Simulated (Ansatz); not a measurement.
The cell is antifluorite Li2O; cell and atoms were relaxed with r2SCAN. The symmetry is Fm-3m (No. 225, cubic); conventional cell a = 4.573 Å, 7.97 Å³ an atom. Around O lie 8 Li at 1.98 Å; around Li lie 4 O at 1.98 Å.

The questions ask for values computed with Ansatz 0.2.0 on this geometry. Calculated for a static, non-magnetic cell.

Given (10×10×10 mesh): The r2SCAN gap is indirect, 5.77 eV (Γ to X), below the direct gap of 6.20 eV at Γ.

(1) Estimate the gap with PBE on 10×10×10.

(2) How does the gap change from r2SCAN to HSE06 (6×6×6)?

(3) How does the gap change from r2SCAN to PBE0 (6×6×6)?

(4) What does G0W0@PBE with 71 empty bands, a screening cutoff of 120 eV and a 6×6×6 mesh give?

(5) What are ε∞ and the Born charges with r2SCAN?

(6) How do the levels compare, in gap and in cost?

Answers

(1) PBE gives an indirect gap of 5.05 eV, from Γ to X; the least direct gap is 5.49 eV at Γ. The gap differs by -0.72 eV from r2SCAN's.

(2) The HSE06 gap is indirect, 6.65 eV (Γ to X), below the direct gap of 7.16 eV at Γ. The gap differs by +0.88 eV from r2SCAN's.

(3) PBE0 gives an indirect gap of 7.39 eV, from Γ to X; the least direct gap is 7.89 eV at Γ. The gap differs by +1.62 eV from r2SCAN's.

(4) 7.16 eV (the shift on the mesh added to PBE's least gap). The quasiparticle gap on this mesh is 7.16 eV (Γ to X), against 5.05 eV from PBE: +2.11 eV. Renormalisation factors Z lie between 0.77 and 0.85. G0W0 values are finite-basis, finite-mesh values.

(5) The electronic dielectric tensor ε∞ is 2.74 in all directions. Born charges, averaged over directions: O -1.80, Li +0.90 e.

(6) r2SCAN covers 45 % of the step from PBE to HSE06, while HSE06 needs about 11 times r2SCAN's cost (on a coarser mesh). Among these functionals the gap stays indirect.

The meshes of the hybrids are coarse, so their gaps aren't converged to the digits shown.
